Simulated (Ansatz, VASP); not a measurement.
# HfC in VASP and in Ansatz

INCAR

```
SYSTEM = HfC
PREC = Accurate ; ENCUT = 600
EDIFF = 1E-7 ; ISMEAR = -1
SIGMA = 0.05 ; LREAL = .False.
LASPH = .True. ; NELM = 60
ALGO = Normal ; ISIF = 3
LWAVE = .False. ; LCHARG = .False.
GGA = RE ; IBRION = 2
NSW = 60 ; EDIFFG = -0.005
```

KPOINTS

```
regular mesh
0
Gamma
  10 10 10
  0 0 0
```

POSCAR

```
HfC
1.0
    0.0000000000      2.3250000000      2.3250000000
    2.3250000000      0.0000000000      2.3250000000
    2.3250000000      2.3250000000      0.0000000000
Hf C
1 1
Direct
    0.5000000000      0.5000000000      0.5000000000
    0.0000000000      0.0000000000      0.0000000000
```

File input.yaml:

```yaml
crystal:
  lattice:
    - [0.0, 2.325, 2.325]
    - [2.325, 0.0, 2.325]
    - [2.325, 2.325, 0.0]
  atoms:
    - { symbol: Hf, position: [0.5, 0.5, 0.5] }
    - { symbol: C, position: [0.0, 0.0, 0.0] }
hamiltonian:
  xc: revpbe
  pseudopotentials: { kind: paw }
kpoints:
  mp_grid: { grid: [10, 10, 10] }
scf:
  occupations: { method: fermi_dirac, width: 0.05 }
output:
  forces: true
  stress: true
relax:
  f_tol: 0.01
  max_steps: 40
  cell: { stress_tol: 0.05 }
```

Alike in both runs: task relaxation of cell and atoms; functional revPBE; k mesh 10 × 10 × 10; occupations fermi-dirac, width 0.05 eV; no spin polarisation.

```csv
,VASP,Ansatz
version,VASP 6.6.1,Ansatz 0.2.0
potentials or method,"VASP PAW PBE potentials, release 64 (Hf_pv, C)",Ansatz PAW
plane-wave cutoff (eV),600,420
valence electrons in the cell,14,30
```

|  | VASP | Ansatz | Ansatz less VASP |
| --- | --- | --- | --- |
| relaxed volume (Å³/atom) | 12.70 | 12.74 | +0.048 |
| relaxed cell length with the largest relative difference (Å) | 3.299 | 3.303 | +0.0042 |
| energy change over the relaxation (meV/atom) | -1 | -2 | -0.8 |

The two sets of potentials don't hold the same shells in valence.

Caveats: the PAW data sets were made with another functional, which shifts forces and pressure a little (VASP); the plane-wave basis is chosen anew once the cell has moved, so the energies of steps on either side of that aren't comparable (Ansatz); the PAW data sets come from PBE, with cores solved anew for the run's functional, which leaves a small shift of forces and pressure (Ansatz). Zero-point motion and thermal expansion aren't in these numbers. revPBE gives volumes clearly too large for solids.
